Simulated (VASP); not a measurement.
# MoH4 (I-43m) in VASP: further runs

Aim: see how the results for MoH4 move with the level of theory and the settings. Levels: PBE, SCAN+rVV10, r2SCAN+rVV10+U. Tasks: relaxation of cell and atoms, atomic charges, single point.

All numbers are computed with VASP 6.6.1; they aren't measurements. Logs are shortened: lines on timing, memory, paths and dates and some standing lists are left out, and cuts for length are marked.

## 1. The crystal as given

It takes space group I-43m (No. 217, cubic). Conventional cell: a = 5.074 Å, b = 5.074 Å, c = 5.074 Å, α = 90.00°, β = 90.00°, γ = 90.00°. H (site symmetry 3m) has 1 Mo at 1.11 Å as nearest neighbours. Mo (site symmetry -43m) has 4 H at 1.11 Å as nearest neighbours.

The cell was built by a generator and needn't be a form met in nature.

## 2. Relaxation of cell and atoms, PBE

INCAR

```
PREC     = Accurate       # precision mode
ENCUT    = 600            # plane-wave cutoff, eV
EDIFF    = 1E-6           # SCF threshold, eV
ISMEAR   = 0              # smearing method
SIGMA    = 0.05           # smearing width, eV
LREAL    = False          # projectors in reciprocal space
LASPH    = True           # aspherical terms in the spheres
NELM     = 100            # most SCF steps
ALGO     = Normal         # electronic algorithm
ISIF     = 3              # what is computed and relaxed
LWAVE    = False          # write WAVECAR
LCHARG   = False          # write CHGCAR
GGA      = PE             # functional
IBRION   = 2              # ionic algorithm
NSW      = 60             # ionic steps
EDIFFG   = -0.01          # ionic threshold
```

KPOINTS

```
regular mesh
0
Gamma
  8 8 8
```

POSCAR

```
MoH4
1.0
   -2.5371941600      2.5371941600      2.5371941600
    2.5371941600     -2.5371941600      2.5371941600
    2.5371941600      2.5371941600     -2.5371941600
H Mo
4 1
Direct
    0.0000000000      0.0000000000      0.7463128600
    0.7463128600      0.0000000000      0.0000000000
    0.0000000000      0.7463128600      0.0000000000
    0.2536871400      0.2536871400      0.2536871400
    0.0000000000      0.0000000000      0.0000000000
```

Potentials or basis: VASP PAW PBE potentials, release 64 (H, Mo_sv).

The run is started by

```bash
> cat potpaw_PBE.64/H/POTCAR potpaw_PBE.64/Mo_sv/POTCAR > POTCAR
> mpirun -np 1 vasp_std > vasp.out
```

OUTCAR:

```text
PREC = Accurate
   ENCUT = 600
   EDIFF = 1E-6
   ISMEAR = 0
   LREAL = False
   LASPH = True
   NELM = 100
   ISIF = 3
   GGA = PE
   IBRION = 2
   NSW = 60
   EDIFFG = -0.01

 ion  position               nearest neighbor table
   1  0.000  0.000  0.746-   5 1.11
   2  0.746  0.000  0.000-   5 1.11
   3  0.000  0.746  0.000-   5 1.11
   4  0.254  0.254  0.254-   5 1.11
   5  0.000  0.000  0.000-   1 1.11   2 1.11   3 1.11   4 1.11

  LATTYP: Found a body centered cubic cell.
 ALAT       =     5.0743883200

  Lattice vectors:

 A1 = (  -2.5371941600,   2.5371941600,   2.5371941600)
 A2 = (   2.5371941600,  -2.5371941600,   2.5371941600)
 A3 = (   2.5371941600,   2.5371941600,  -2.5371941600)

Analysis of symmetry for initial positions (statically):
=====================================================================
 Subroutine PRICEL returns:
 Original cell was already a primitive cell.

 Routine SETGRP: Setting up the symmetry group for a
 body centered cubic supercell.

 Subroutine GETGRP returns: Found 24 space group operations
 (whereof 24 operations were pure point group operations)
 out of a pool of 48 trial point group operations.

The static configuration has the point symmetry T_d .

Analysis of symmetry for dynamics (positions and initial velocities):
=====================================================================
 Subroutine PRICEL returns:
 Original cell was already a primitive cell.

 Routine SETGRP: Setting up the symmetry group for a
 body centered cubic supercell.

 Subroutine GETGRP returns: Found 24 space group operations
 (whereof 24 operations were pure point group operations)
 out of a pool of 48 trial point group operations.

The dynamic configuration has the point symmetry T_d .

 Subroutine INISYM returns: Found 24 space group operations
 (whereof 24 operations are pure point group operations),
 and found     1 'primitive' translations

----------------------------------------------------------------------------------------

                                     Primitive cell

  volume of cell :      65.3313

  direct lattice vectors                    reciprocal lattice vectors
    -2.537194160  2.537194160  2.537194160     0.000000000  0.197068087  0.197068087
     2.537194160 -2.537194160  2.537194160     0.197068087  0.000000000  0.197068087
     2.537194160  2.537194160 -2.537194160     0.197068087  0.197068087  0.000000000

  length of vectors
     4.394549194  4.394549194  4.394549194     0.278696362  0.278696362  0.278696362

  position of ions in fractional coordinates (direct lattice)
     0.000000000  0.000000000  0.746312860
     0.746312860  0.000000000  0.000000000
     0.000000000  0.746312860  0.000000000
     0.253687140  0.253687140  0.253687140
     0.000000000  0.000000000  0.000000000

  ion indices of the primitive-cell ions
   primitive index   ion index
                 1           1
                 2           2
                 3           3
                 4           4
                 5           5

----------------------------------------------------------------------------------------

 KPOINTS: regular mesh

Automatic generation of k-mesh.
 Grid dimensions read from file:
 generate k-points for:    8    8    8

 Generating k-lattice:

  Cartesian coordinates                     Fractional coordinates (reciprocal lattice)
     0.000000000  0.024633511  0.024633511     0.125000000  0.000000000  0.000000000
     0.024633511  0.000000000  0.024633511     0.000000000  0.125000000  0.000000000
     0.024633511  0.024633511  0.000000000     0.000000000  0.000000000  0.125000000

  Length of vectors
     0.034837045  0.034837045  0.034837045

  Shift w.r.t. Gamma in fractional coordinates (k-lattice)
     0.000000000  0.000000000  0.000000000

 Subroutine IBZKPT returns following result:
 ===========================================

 Found     29 irreducible k-points:

 Following reciprocal coordinates:
            Coordinates               Weight
  0.000000  0.000000  0.000000      1.000000
[... 40 lines left out ...]
   AEXX    =    0.0000 exact exchange contribution
   IVDW    =     0    specifies the selected vdW correction
   LEPSILON=     F    determine dielectric tensor
   LRPA    =     F    only Hartree local field effects (RPA)
 conjugate gradient relaxation of ions
 non-spin polarized calculation
 Gauss-broadening in eV      SIGMA  =   0.05
  energy-cutoff  :      600.00
  volume of cell :       65.33
 maximum number of plane-waves:      2214
   NGX = 17   NGY = 17   NGZ = 17

--------------------------------------- Ionic step        1  -------------------------------------------

 number of electron      17.9999998 magnetization

 Free energy of the ion-electron system (eV)
  ---------------------------------------------------
  ext. energy  EPLUGINS =         0.00000000
  ---------------------------------------------------
  free energy    TOTEN  =         1.62873840 eV

  energy without entropy =        1.63748687  energy(sigma->0) =        1.63311263

------------------------ aborting loop because EDIFF is reached ----------------------------------------

  FORCE on cell =-STRESS in cart. coord.  units (eV):
  Direction    XX          YY          ZZ          XY          YZ          ZX
  --------------------------------------------------------------------------------------
  -------------------------------------------------------------------------------------
  Total       39.3858819     39.3858819     39.3858819      0.0000000      0.0000000     -0.0000000
  in kB      965.8953064    965.8953064    965.8953064      0.0000000      0.0000000     -0.0000000
  external PRESSURE =     965.8953064 kB  Pullay stress =       0.0000000 kB
[... 872 lines left out ...]
 k-point    24 :      -0.3750    0.3750    0.2500
  band No.  band energies     occupation
      1     -60.0339      2.00000
      2     -34.1746      2.00000
      3     -34.1714      2.00000
      4     -34.1690      2.00000
      5      -3.5477      2.00000
      6      -2.6467      2.00000
      7      -2.6032      2.00000
      8      -1.4917      2.00000
      9       0.4094      2.00000
     10       0.6833      2.00000
     11       2.4890      0.00000
     12       3.1694      0.00000
     13       4.3707      0.00000

 [... further k-points ...]

[... ionic steps 4 to 35 ...]

--------------------------------------- Ionic step       36  -------------------------------------------

 number of electron      18.0000000 magnetization

------------------------ aborting loop because EDIFF is reached ----------------------------------------

  FORCE on cell =-STRESS in cart. coord.  units (eV):
  Direction    XX          YY          ZZ          XY          YZ          ZX
  --------------------------------------------------------------------------------------
  -------------------------------------------------------------------------------------
  Total       -0.0637023     -0.0637023     -0.0637023      0.0000000      0.0000000     -0.0000000
  in kB       -2.7817241     -2.7817241     -2.7817241      0.0000000      0.0000000     -0.0000000
  external PRESSURE =      -2.7817241 kB  Pullay stress =       0.0000000 kB
[... 63 lines left out ...]
  energy  without entropy=      -21.5313949350  energy(sigma->0) =      -21.53307147

--------------------------------------- Ionic step       38  -------------------------------------------

 number of electron      18.0000000 magnetization

 Free energy of the ion-electron system (eV)
  ---------------------------------------------------
  ext. energy  EPLUGINS =         0.00000000
  ---------------------------------------------------
  free energy    TOTEN  =       -21.53480325 eV

  energy without entropy =      -21.53145788  energy(sigma->0) =      -21.53313056

 E-fermi :   4.2213     XC(G=0): -10.5590

 val. band max:        4.2015924895   @ k =   0.2500   0.0000   0.0000
 cond. band min:       4.2273028127   @ k =   0.5000   0.5000   0.1250
 fundamental gap:      0.0257103233
 Fermi energy:         4.2212503393

 k-point     1 :       0.0000    0.0000    0.0000
  band No.  band energies     occupation
      1     -56.9640      2.00000
      2     -30.9970      2.00000
      3     -30.9970      2.00000
      4     -30.9970      2.00000
      5      -4.7600      2.00000
      6      -0.3470      2.00000
      7      -0.3470      2.00000
      8      -0.3470      2.00000
      9       4.6119      0.00000
     10       4.6119      0.00000
     11      14.3792      0.00000
     12      14.3792      0.00000
[... 401 lines left out ...]
  FREE ENERGIE OF THE ION-ELECTRON SYSTEM (eV)
  ---------------------------------------------------
  free  energy   TOTEN  =       -21.5348032454 eV

  energy  without entropy=      -21.5314578766  energy(sigma->0) =      -21.53313056

 reached required accuracy - stopping structural energy minimisation
```

Run time: 7.4 min. Hardware: 1 thread of Intel Xeon Platinum 8488C (Sapphire Rapids), shared host; peak memory 0.21 GiB.

What came out:

```yaml
Free_energy: -21.5348 eV
Relaxed_volume: 7.33 Å³/atom
Relaxed_cell: a = 3.624 Å, b = 3.624 Å, c = 3.624 Å, α = 109.47°, β = 109.47°, γ = 109.47°
Space_group_after_relaxing_to_0.05_Å: Im-3m (No. 229)
Energy_gained_by_relaxing: 4632.7 meV/atom
Ionic_steps: 38
Pressure_after_relaxing: -0.1 GPa
Band_gap_on_the_k_mesh: none (metal or under the smearing width)
```

Step by step:
| step | energy change (eV) | largest force (eV/Å) | pressure (GPa) | volume (Å³) |
| --- | --- | --- | --- | --- |
| 1 | 0.0000 | 27.2629 | 96.59 | 65.33 |
| 2 | -11.7809 | 1.6317 | -8.61 | 171.70 |
| 3 | -11.7721 | 1.5884 | -8.65 | 170.27 |
| 4 | -11.7634 | 1.4969 | -8.84 | 167.49 |
| 5 | -16.4168 | 1.8512 | -13.95 | 108.52 |
| 6 | -20.4595 | 1.0519 | -8.39 | 85.11 |
| 7 | -20.5213 | 1.8766 | 5.02 | 74.79 |
| 8 | -20.8151 | 0.0767 | -3.85 | 80.27 |
| 9 | -20.8314 | 0.2827 | -2.20 | 79.00 |
| 10 | -20.8314 | 0.1960 | -2.60 | 79.29 |
| 11 | -20.8771 | 0.2895 | -2.43 | 77.04 |
| 12 | -21.0193 | 0.6000 | -1.78 | 70.56 |
| 13 | -21.3117 | 1.3615 | 0.79 | 58.71 |
| 14 | -21.5261 | 3.4718 | 20.25 | 39.14 |
| 15 | -21.5309 | 3.4725 | 20.40 | 39.05 |
| 16 | -21.5449 | 3.4766 | 20.77 | 38.77 |
| 17 | -21.5714 | 3.4833 | 21.61 | 38.21 |
| 18 | -21.6173 | 3.4954 | 23.50 | 37.11 |
| 19 | -21.6743 | 3.5059 | 28.32 | 34.97 |
| 20 | -21.5889 | 3.4256 | 43.23 | 30.95 |
| 21 | -21.6609 | 3.5394 | 32.83 | 33.48 |
| 22 | -21.7299 | 3.4247 | 32.07 | 33.45 |
| 23 | -21.9229 | 3.0925 | 29.82 | 33.36 |
| 24 | -22.2505 | 2.4741 | 26.03 | 33.18 |
| 25 | -22.6981 | 1.4491 | 20.39 | 32.81 |
| 26 | -22.9067 | 0.3461 | 19.33 | 32.09 |
| 27 | -22.9417 | 0.1896 | 17.96 | 32.30 |
| 28 | -22.9964 | 0.2345 | 15.24 | 32.87 |
| 29 | -23.1018 | 0.3250 | 7.38 | 34.61 |
| 30 | -23.1000 | 0.3315 | -3.56 | 38.28 |
| 31 | -23.1311 | 0.3557 | 1.10 | 36.49 |
| 32 | -23.1314 | 0.3559 | 1.53 | 36.35 |
| 33 | -23.1402 | 0.3020 | 1.17 | 36.40 |
| 34 | -23.1580 | 0.1457 | 0.31 | 36.55 |
| 35 | -23.1573 | 0.1452 | -0.57 | 36.84 |
| 36 | -23.1635 | 0.0023 | -0.28 | 36.69 |
| 37 | -23.1635 | 0.0044 | -0.25 | 36.68 |
| 38 | -23.1635 | 0.0018 | -0.11 | 36.64 |

Final structure:
```
H Mo
1.0
    -2.09232    2.09232    2.09232
     2.09232   -2.09232    2.09232
     2.09232    2.09232   -2.09232
H Mo
4 1
Direct
  0.00000 0.00000 0.50007
  0.50007 0.00000 0.00000
  0.00000 0.50007 0.00000
  0.49993 0.49993 0.49993
  0.00000 0.00000 0.00000
```

Levels at points of the mesh, in eV from the Fermi level:
```tsv
k point	band 5	band 6	band 7	band 8	band 9	band 10	band 11	band 12	band 13
(0.00, 0.00, 0.00)	-8.98	-4.57	-4.57	-4.57	0.39	0.39	10.16	10.16	10.24
(0.50, 0.00, 0.00)	-6.50	-5.16	-4.42	-0.22	0.04	0.37	0.56	1.96	7.92
(0.50, 0.50, 0.50)	-2.84	-2.84	-2.84	-2.15	-2.15	0.32	0.32	0.32	3.27
```

Caveat: the volume moved by over 15 % at a fixed basis, so the end points are rough.

(Continued in part 2 of 2.)
